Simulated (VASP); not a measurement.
# Si2W (P6_222) in VASP: a series of runs, part 2 of 3

VASP 6.6.1.

### Step 3. Optical spectrum, PBE

File INCAR:

```
SYSTEM = Si2W
PREC = Accurate
ENCUT = 520
EDIFF = 1E-6
ISMEAR = 0
SIGMA = 0.02
LREAL = .FALSE.
LASPH = .TRUE.
NELM = 60
ALGO = Normal
ISIF = 2
LWAVE = .FALSE.
LCHARG = .FALSE.
GGA = PE
LOPTICS = .TRUE.
NBANDS = 81
NEDOS = 2000
CSHIFT = 0.1
```

File KPOINTS:

```
Automatic mesh
0
G
  5 5 3
  0 0 0
```

File POSCAR:

```
Si2W
1.0
    4.6168523821      0.0000000000      0.0000000000
   -2.3084261911      3.9983114484      0.0000000000
    0.0000000000      0.0000000000      6.6532220000
W Si
3 6
Direct
    0.5000000000      0.0000000000      0.5000000000
    0.5000000000      0.5000000000      0.8333333333
    0.0000000000      0.5000000000      0.1666666667
    0.3272520000      0.1636260000      0.1666666667
    0.8363740000      0.1636260000      0.8333333333
    0.1636260000      0.3272520000      0.5000000000
    0.6727480000      0.8363740000      0.1666666667
    0.1636260000      0.8363740000      0.8333333333
    0.8363740000      0.6727480000      0.5000000000
```

Potentials or basis: VASP PAW PBE potentials, release 64 (W_sv, Si).

On the command line:

```bash
$ cat potpaw_PBE.64/W_sv/POTCAR potpaw_PBE.64/Si/POTCAR > POTCAR
$ mpirun -np 1 vasp_std > vasp.out
```

OUTCAR:

```text
SYSTEM = Si2W
   PREC = Accurate
   ENCUT = 520
   EDIFF = 1E-6
   ISMEAR = 0
   LREAL = .FALSE.
   LASPH = .TRUE.
   NELM = 60
   ISIF = 2
   GGA = PE

 ion  position               nearest neighbor table
   1  0.500  0.000  0.500-   5 2.59   8 2.59   7 2.59   4 2.59   6 2.65   9 2.65   9 2.65   6 2.65
                             6 2.69   9 2.69   3 3.20   3 3.20   2 3.20   2 3.20
   2  0.500  0.500  0.833-   6 2.59   9 2.59   7 2.59   4 2.59   8 2.65   5 2.65   8 2.65   5 2.65
                             8 2.69   5 2.69   1 3.20   1 3.20   3 3.20   3 3.20
   3  0.000  0.500  0.167-   6 2.59   9 2.59   8 2.59   5 2.59   4 2.65   7 2.65   7 2.65   4 2.65
                             7 2.69   4 2.69   1 3.20   1 3.20   2 3.20   2 3.20
   4  0.327  0.164  0.167-   6 2.57   8 2.57   1 2.59   2 2.59   7 2.62   3 2.65   3 2.65   3 2.69
                             7 2.69   7 2.69
   5  0.836  0.164  0.833-   6 2.57   7 2.57   1 2.59   3 2.59   8 2.62   2 2.65   2 2.65   2 2.69
                             8 2.69   8 2.69
   6  0.164  0.327  0.500-   5 2.57   4 2.57   2 2.59   3 2.59   9 2.62   1 2.65   1 2.65   1 2.69
                             9 2.69   9 2.69
   7  0.673  0.836  0.167-   9 2.57   5 2.57   1 2.59   2 2.59   4 2.62   3 2.65   3 2.65   3 2.69
                             4 2.69   4 2.69
   8  0.164  0.836  0.833-   9 2.57   4 2.57   1 2.59   3 2.59   5 2.62   2 2.65   2 2.65   2 2.69
                             5 2.69   5 2.69
   9  0.836  0.673  0.500-   8 2.57   7 2.57   2 2.59   3 2.59   6 2.62   1 2.65   1 2.65   1 2.69
                             6 2.69   6 2.69

  LATTYP: Found a hexagonal cell.
 ALAT       =     4.6168523821
 C/A-ratio  =     1.4410731488

  Lattice vectors:

 A1 = (   4.6168523821,   0.0000000000,   0.0000000000)
 A2 = (  -2.3084261911,   3.9983114484,   0.0000000000)
 A3 = (   0.0000000000,   0.0000000000,   6.6532220000)

Analysis of symmetry for initial positions (statically):
=====================================================================
 Subroutine PRICEL returns:
 Original cell was already a primitive cell.

 Routine SETGRP: Setting up the symmetry group for a
 hexagonal supercell.

 Subroutine GETGRP returns: Found 12 space group operations
 (whereof  4 operations were pure point group operations)
 out of a pool of 24 trial point group operations.

The static configuration has the point symmetry D_2 .
 The point group associated with its full space group is D_6 .

Analysis of symmetry for dynamics (positions and initial velocities):
[... 174 lines left out ...]
      5     -26.3458      2.00000
      6     -26.3458      2.00000
[... 469 lines left out ...]
     44      16.0646      0.00000
     45      16.3958      0.00000
 [bands above 45 left out]

------------------------ aborting loop because EDIFF is reached ----------------------------------------

  FORCE on cell =-STRESS in cart. coord.  units (eV):
  Direction    XX          YY          ZZ          XY          YZ          ZX
  --------------------------------------------------------------------------------------
  -------------------------------------------------------------------------------------
  Total       -0.2841225     -0.2841225     -0.5953084      0.0000000      0.0000000      0.0000000
  in kB       -3.7064788     -3.7064788     -7.7660107      0.0000000      0.0000000      0.0000000
  external PRESSURE =      -5.0596561 kB  Pullay stress =       0.0000000 kB

 VOLUME and BASIS-vectors are now :
 -----------------------------------------------------------------------------
  energy-cutoff  :      520.00
  volume of cell :      122.82
      direct lattice vectors                 reciprocal lattice vectors
     4.616852382  0.000000000  0.000000000     0.216597785  0.125052790  0.000000000
    -2.308426191  3.998311448  0.000000000     0.000000000  0.250105579  0.000000000
     0.000000000  0.000000000  6.653222000     0.000000000  0.000000000  0.150303116

 POSITION                                       TOTAL-FORCE (eV/Angst)
 -----------------------------------------------------------------------------------
      2.30843      0.00000      3.32661         0.000000     -0.000000     -0.000000
      1.15421      1.99916      5.54435         0.000000     -0.000000     -0.000000
     -1.15421      1.99916      1.10887         0.000000     -0.000000     -0.000000
      1.13316      0.65423      1.10887         0.011274      0.006509      0.000000
      3.48370      0.65423      5.54435        -0.011274      0.006509     -0.000000
     -0.00000      1.30846      3.32661        -0.000000      0.013018     -0.000000
      1.17527      3.34408      1.10887        -0.011274     -0.006509      0.000000
     -1.17527      3.34408      5.54435         0.011274     -0.006509      0.000000
      2.30843      2.68986      3.32661         0.000000     -0.013018     -0.000000
 -----------------------------------------------------------------------------------
    total drift:                               -0.000000     -0.000000      0.000000

  FREE ENERGIE OF THE ION-ELECTRON SYSTEM (eV)
  ---------------------------------------------------
  free  energy   TOTEN  =       -73.8458830899 eV

  energy  without entropy=      -73.8458830899  energy(sigma->0) =      -73.84588309

 electrical conductivity sigma (Mega S m-1) (frequency dependency in vasprun.xml)
  --------------------------------------------------------------------------------------
       0.000      -0.000       0.000
      -0.000       0.000       0.000
       0.000       0.000       0.000

  frequency dependent IMAGINARY DIELECTRIC FUNCTION (independent particle, no local field effects) density-density
     E(ev)      X         Y         Z        XY        YZ        ZX
  --------------------------------------------------------------------------------------------------------------
     0.00000     0.00000     0.00000     0.00000     0.00000     0.00000     0.00000
     1.12859    11.48623    11.48623     9.03484    -0.00000     0.00000     0.00000
     2.25717    26.44880    26.44880    29.53136    -0.00000    -0.00000    -0.00000
     3.38576    27.82980    27.82980    13.77860    -0.00000    -0.00000    -0.00000
     4.51435    22.18321    22.18321    33.14112    -0.00000    -0.00000    -0.00000
     5.64293    22.13834    22.13834    21.46938    -0.00000     0.00000     0.00000
[... 92 lines left out ...]
   110.60152     0.00010     0.00010     0.00010    -0.00000    -0.00000    -0.00000
   111.73011     0.00010     0.00010     0.00010    -0.00000    -0.00000    -0.00000

  frequency dependent      REAL DIELECTRIC FUNCTION (independent particle, no local field effects) density-density
     E(ev)        X           Y           Z          XY          YZ          ZX
  --------------------------------------------------------------------------------------------------------------
     0.00000    29.74498    29.74498    27.07496    -0.00000     0.00000     0.00000
     1.12859    37.48423    37.48423    34.43772    -0.00000     0.00000    -0.00000
     2.25717    21.14929    21.14929    11.92003    -0.00000    -0.00000     0.00000
     3.38576    15.19485    15.19485    19.64798    -0.00000    -0.00000     0.00000
     4.51435     6.33586     6.33586    10.93398    -0.00000    -0.00000    -0.00000
     5.64293    -7.15078    -7.15078    -9.98504     0.00000    -0.00000    -0.00000
[... 92 lines left out ...]
   110.60152     0.94751     0.94751     0.94767     0.00000     0.00000    -0.00000
   111.73011     0.94862     0.94862     0.94877     0.00000     0.00000    -0.00000

  frequency dependent IMAGINARY DIELECTRIC FUNCTION (independent particle, no local field effects) current-current
     E(ev)      X         Y         Z        XY        YZ        ZX
  --------------------------------------------------------------------------------------------------------------
     0.00000   101.93892   101.93892    92.43339    -0.00000    -0.00000    -0.00000
     1.12859    17.93900    17.93900    14.93242    -0.00000     0.00000    -0.00000
     2.25717    28.21670    28.21670    30.45938    -0.00000    -0.00000    -0.00000
     3.38576    28.66906    28.66906    14.86601    -0.00000    -0.00000    -0.00000
     4.51435    22.42128    22.42128    33.55992    -0.00000     0.00000     0.00000
     5.64293    21.84771    21.84771    21.08448    -0.00000     0.00000    -0.00000
[... 92 lines left out ...]
   110.60152     0.00000     0.00000     0.00000    -0.00000    -0.00000     0.00000
   111.73011     0.00000     0.00000     0.00000    -0.00000    -0.00000     0.00000

  frequency dependent      REAL DIELECTRIC FUNCTION (independent particle, no local field effects) current-current
     E(ev)        X           Y           Z          XY          YZ          ZX
  --------------------------------------------------------------------------------------------------------------
     0.00000    29.51570    29.51570    26.88218    -0.00000     0.00000    -0.00000
     1.12859    35.40357    35.40357    32.74904    -0.00000     0.00000    -0.00000
     2.25717    18.80022    18.80022     9.25991    -0.00000    -0.00000     0.00000
     3.38576    13.52219    13.52219    18.83720    -0.00000     0.00000     0.00000
     4.51435     5.35478     5.35478     9.44767    -0.00000     0.00000    -0.00000
     5.64293    -7.92887    -7.92887   -10.72774     0.00000    -0.00000     0.00000
[... 92 lines left out ...]
   110.60152     0.94753     0.94753     0.94768     0.00000    -0.00000     0.00000
   111.73011     0.94863     0.94863     0.94879     0.00000    -0.00000     0.00000
```

Wall time 56 s (1 thread of AMD EPYC 9R45 (Zen 5), shared host); peak memory 0.28 GiB.

Results:

```
Free energy            : -73.8459 eV
Pressure               : -0.5 GPa
Largest force          : 0.013 eV/Å
Band gap on the k mesh : 0.40 eV, indirect (least direct gap 0.92 eV)
```

Forces in eV/Å, atoms in the order of the input:
```
W    0.000  0.000  0.000
W    0.000  0.000  0.000
W    0.000  0.000  0.000
Si   0.011  0.007  0.000
Si  -0.011  0.007  0.000
Si   0.000  0.013  0.000
Si  -0.011 -0.007  0.000
Si   0.011 -0.007  0.000
Si   0.000 -0.013  0.000
```

Stress tensor (GPa, compression positive):
```
-0.37  0.00  0.00
 0.00 -0.37  0.00
 0.00  0.00 -0.78
```

Dielectric function (mean over the directions given):
```csv
energy (eV),real part,imaginary part
0.28,29.28,0.32
1.30,33.13,11.81
2.31,16.65,25.59
3.39,16.68,23.15
4.40,9.42,23.14
5.42,-4.51,26.06
6.49,-9.50,13.80
7.51,-9.51,8.78
8.52,-7.43,5.14
9.59,-5.40,3.01
10.61,-4.59,2.02
11.68,-3.44,1.14
12.70,-2.70,0.86
13.71,-2.00,0.64
14.78,-1.55,0.52
15.80,-1.17,0.40
16.82,-0.86,0.33
17.89,-0.66,0.29
18.90,-0.47,0.24
19.98,-0.33,0.19
```

Caveat: spectra need much finer meshes, so this one isn't converged; independent-particle spectra lack excitons; spin-orbit coupling is left out, which moves the levels of the heavy elements; an odd mesh through Γ misses points on the zone boundary, where band edges often lie.

### Step 4. Density of states, PBE

POSCAR is that of step 3.

File INCAR.step1:

```
PREC     = Accurate       # precision mode
ENCUT    = 520            # plane-wave cutoff, eV
EDIFF    = 1E-7           # SCF threshold, eV
ISMEAR   = 0              # smearing method
SIGMA    = 0.02           # smearing width, eV
LREAL    = False          # projectors in reciprocal space
LASPH    = True           # aspherical terms in the spheres
NELM     = 80             # most SCF steps
ALGO     = Fast           # electronic algorithm
ISIF     = 2              # what is computed and relaxed
LWAVE    = False          # write WAVECAR
LCHARG   = True           # write CHGCAR
LMAXMIX  = 4              # l up to which the mixer works
GGA      = PE             # functional
```

File KPOINTS.step1:

```
Automatic mesh
0
Gamma
  5 5 3
```

File INCAR.step2:

```
PREC     = Accurate       # precision mode
ENCUT    = 520            # plane-wave cutoff, eV
EDIFF    = 1E-7           # SCF threshold, eV
ISMEAR   = -5             # smearing method
SIGMA    = 0.02           # smearing width, eV
LREAL    = False          # projectors in reciprocal space
LASPH    = True           # aspherical terms in the spheres
NELM     = 80             # most SCF steps
ALGO     = Fast           # electronic algorithm
ISIF     = 2              # what is computed and relaxed
LWAVE    = False          # write WAVECAR
LCHARG   = False          # write CHGCAR
LMAXMIX  = 4              # l up to which the mixer works
GGA      = PE             # functional
LORBIT   = 11             # projections on sites
NEDOS    = 1001           # points of the DOS
ICHARG   = 11             # starting density
```

File KPOINTS.step2:

```
Automatic mesh
0
Gamma
  8 8 5
```

On the command line:

```bash
$ cat potpaw_PBE.64/W_sv/POTCAR potpaw_PBE.64/Si/POTCAR > POTCAR
$ cp INCAR.step1 INCAR
$ cp KPOINTS.step1 KPOINTS
$ mpirun -np 1 vasp_std > vasp.out
$ cp INCAR.step2 INCAR
$ cp KPOINTS.step2 KPOINTS
$ mpirun -np 1 vasp_std > vasp.out
```

It took 1.9 min on 1 thread of AMD EPYC 9R45 (Zen 5), shared host; peak memory 0.25 GiB.

Results (log left out):

```
Valence electrons inside the program's atomic spheres : W 12.19; Si 1.61
```

Levels at points of the mesh, in eV from the valence-band top:
```tsv
k point	band 31	band 32	band 33	band 34	band 35	band 36
(0.00, 0.00, 0.00)	-2.97	-2.52	-0.87	2.27	2.28	2.35
(0.50, 0.00, 0.00)	-1.58	-1.11	-0.58	0.09	0.87	0.96
```

States per cell in windows of 1 eV (zero at the valence-band top; states under -8 eV left out):
| from (eV) | total | W1_d | W2_d | W3_d | Si6_p | Si9_p | Si4_p |
| --- | --- | --- | --- | --- | --- | --- | --- |
| -8.0 | 1.84 | 0.08 | 0.08 | 0.08 | 0.04 | 0.04 | 0.04 |
| -7.0 | 3.55 | 0.17 | 0.17 | 0.17 | 0.12 | 0.12 | 0.12 |
| -6.0 | 3.09 | 0.20 | 0.20 | 0.20 | 0.09 | 0.09 | 0.09 |
| -5.0 | 4.45 | 0.38 | 0.38 | 0.38 | 0.12 | 0.12 | 0.12 |
| -4.0 | 9.31 | 1.09 | 1.09 | 1.09 | 0.24 | 0.24 | 0.24 |
| -3.0 | 4.57 | 0.62 | 0.62 | 0.62 | 0.10 | 0.10 | 0.10 |
| -2.0 | 3.84 | 0.70 | 0.70 | 0.70 | 0.05 | 0.05 | 0.05 |
| -1.0 | 1.71 | 0.34 | 0.34 | 0.34 | 0.01 | 0.01 | 0.01 |
| 0.0 | 3.46 | 0.49 | 0.49 | 0.49 | 0.07 | 0.07 | 0.07 |
| 1.0 | 6.37 | 0.85 | 0.85 | 0.85 | 0.12 | 0.12 | 0.12 |
| 2.0 | 2.36 | 0.32 | 0.32 | 0.32 | 0.03 | 0.03 | 0.03 |
| 3.0 | 0.00 | 0.00 | 0.00 | 0.00 | 0.00 | 0.00 | 0.00 |
| 4.0 | 0.00 | 0.00 | 0.00 | 0.00 | 0.00 | 0.00 | 0.00 |
| 5.0 | 0.00 | 0.00 | 0.00 | 0.00 | 0.00 | 0.00 | 0.00 |

Spin-orbit coupling is left out, which matters for the levels of W.

### Step 5. Electric field gradients, PBE

File INCAR:

```
  PREC = Accurate
  ENCUT = 520
  EDIFF = 1E-8
  ISMEAR = 0
  SIGMA = 0.02
  LREAL = False
  LASPH = True
  NELM = 60
  ALGO = Normal
  ISIF = 2
  LWAVE = False
  LCHARG = False
  GGA = PE
  LEFG = True
```

File KPOINTS:

```
Automatic mesh
0
Gamma
  5 5 3
```

POSCAR is that of step 4.

Potentials or basis: VASP PAW PBE potentials, release 64 (W_sv, Si).

On the command line:

```bash
$ cat potpaw_PBE.64/W_sv/POTCAR potpaw_PBE.64/Si/POTCAR > POTCAR
$ mpirun -np 1 vasp_std > vasp.out
```

OUTCAR:

```text
PREC = Accurate
   ENCUT = 520
   EDIFF = 1E-8
   ISMEAR = 0
   LREAL = False
   LASPH = True
   NELM = 60
   ISIF = 2
   GGA = PE

 ion  position               nearest neighbor table
   1  0.500  0.000  0.500-   5 2.59   8 2.59   7 2.59   4 2.59   6 2.65   9 2.65   9 2.65   6 2.65
                             6 2.69   9 2.69   3 3.20   3 3.20   2 3.20   2 3.20
   2  0.500  0.500  0.833-   6 2.59   9 2.59   7 2.59   4 2.59   8 2.65   5 2.65   8 2.65   5 2.65
                             8 2.69   5 2.69   1 3.20   1 3.20   3 3.20   3 3.20
   3  0.000  0.500  0.167-   6 2.59   9 2.59   8 2.59   5 2.59   4 2.65   7 2.65   7 2.65   4 2.65
                             7 2.69   4 2.69   1 3.20   1 3.20   2 3.20   2 3.20
   4  0.327  0.164  0.167-   6 2.57   8 2.57   1 2.59   2 2.59   7 2.62   3 2.65   3 2.65   3 2.69
                             7 2.69   7 2.69
   5  0.836  0.164  0.833-   6 2.57   7 2.57   1 2.59   3 2.59   8 2.62   2 2.65   2 2.65   2 2.69
                             8 2.69   8 2.69
[... 680 lines left out ...]
 ion       V_xx      V_yy      V_zz     asymmetry (V_yy - V_xx)/ V_zz
----------------------------------------------------------------------
   1      52.782    33.347   -86.129       0.226
   2      52.782    33.349   -86.131       0.226
   3      52.782    33.348   -86.129       0.226
   4      13.246     1.418   -14.664       0.807
   5      13.246     1.418   -14.664       0.807
   6      13.246     1.418   -14.664       0.807
   7      13.246     1.418   -14.664       0.807
   8      13.246     1.418   -14.664       0.807
   9      13.246     1.418   -14.664       0.807
----------------------------------------------------------------------

           NMR quadrupolar parameters

 Cq : quadrupolar parameter    Cq=e*Q*V_zz/h
 eta: asymmetry parameters     (V_yy - V_xx)/ V_zz
 Q  : nuclear electric quadrupole moment in mb (millibarn)
----------------------------------------------------------------------
 ion       Cq(MHz)       eta       Q (mb)
----------------------------------------------------------------------
   1      -0.208       0.226       1.000
   2      -0.208       0.226       1.000
   3      -0.208       0.226       1.000
   4      -0.035       0.807       1.000
   5      -0.035       0.807       1.000
   6      -0.035       0.807       1.000
   7      -0.035       0.807       1.000
   8      -0.035       0.807       1.000
   9      -0.035       0.807       1.000
----------------------------------------------------------------------
```

Wall time 36 s (1 thread of AMD EPYC 9R45 (Zen 5), shared host); peak memory 0.22 GiB.

What came out:

```
Free energy            : -73.8459 eV
Pressure               : -0.5 GPa
Largest force          : 0.013 eV/Å
Band gap on the k mesh : 0.40 eV, indirect (least direct gap 0.92 eV)
```

Forces on the atoms (eV/Å):
```
W    0.000  0.000  0.000
W    0.000  0.000  0.000
W    0.000  0.000  0.000
Si   0.011  0.007  0.000
Si  -0.011  0.007  0.000
Si   0.000  0.013  0.000
Si  -0.011 -0.007  0.000
Si   0.011 -0.007  0.000
Si   0.000 -0.013  0.000
```

Electric field gradients, principal values (V/Å²):
```tsv
atom	Vxx	Vyy	Vzz
1 W	33.347	52.782	-86.129
2 W	33.349	52.782	-86.131
3 W	33.348	52.782	-86.129
4 Si	1.418	13.246	-14.664
5 Si	1.418	13.246	-14.664
6 Si	1.418	13.246	-14.664
7 Si	1.418	13.246	-14.664
8 Si	1.418	13.246	-14.664
9 Si	1.418	13.246	-14.664
```

Caveat: spin-orbit coupling is left out, which moves the levels of the heavy elements; an odd mesh through Γ misses points on the zone boundary, where band edges often lie.

[end of part 2 of 3]
